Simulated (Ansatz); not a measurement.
# HfO2: equation of state with PBEsol

The system is HfO2.

```
CELL_PARAMETERS angstrom
3.55802 0.00000 0.00000
0.00000 3.55802 0.00000
0.00000 0.00000 5.17186
ATOMIC_POSITIONS crystal
Hf 0.00000 0.00000 0.00000
Hf 0.50000 0.50000 0.50000
O 0.00000 0.50000 0.19721
O 0.50000 0.00000 0.30279
O 0.50000 0.00000 0.80279
O 0.00000 0.50000 0.69721
```

Measurements of this composition are mostly on another form, of space group No. 14.

```
Program             : Ansatz 0.2.0
Task                : equation of state
Functional          : PBEsol
Potentials or basis : all-electron LAPW, scalar-relativistic
Basis error allowed : 0.001 eV/atom
k mesh              : 8 × 8 × 5
Occupations         : fermi-dirac, width 0.05 eV
Spin                : no spin polarisation
```

| Item | Value |
| --- | --- |
| Equilibrium volume | 10.99 Å³/atom |
| Bulk modulus at fixed shape and positions | 256 GPa |
| Pressure derivative of the bulk modulus | 4.2 |

Energy against volume, from the lowest point:
| volume (Å³/atom) | energy (meV/atom) |
| --- | --- |
| 10.257 | 43.77 |
| 10.476 | 20.62 |
| 10.694 | 6.32 |
| 10.912 | 0.00 |
| 11.130 | 0.87 |
| 11.349 | 8.23 |
| 11.567 | 21.45 |

All runs of the series together: 5.5 min on 4 threads of AMD EPYC 7R43 64-Core Processor (Zen 3), with other jobs on the host.

Caveat: the cell was scaled at fixed shape and fractional positions, which overstates the stiffness of a crystal with free parameters, most of all of layers and chains. The run has no spin-orbit coupling, so splittings on Hf are missing.
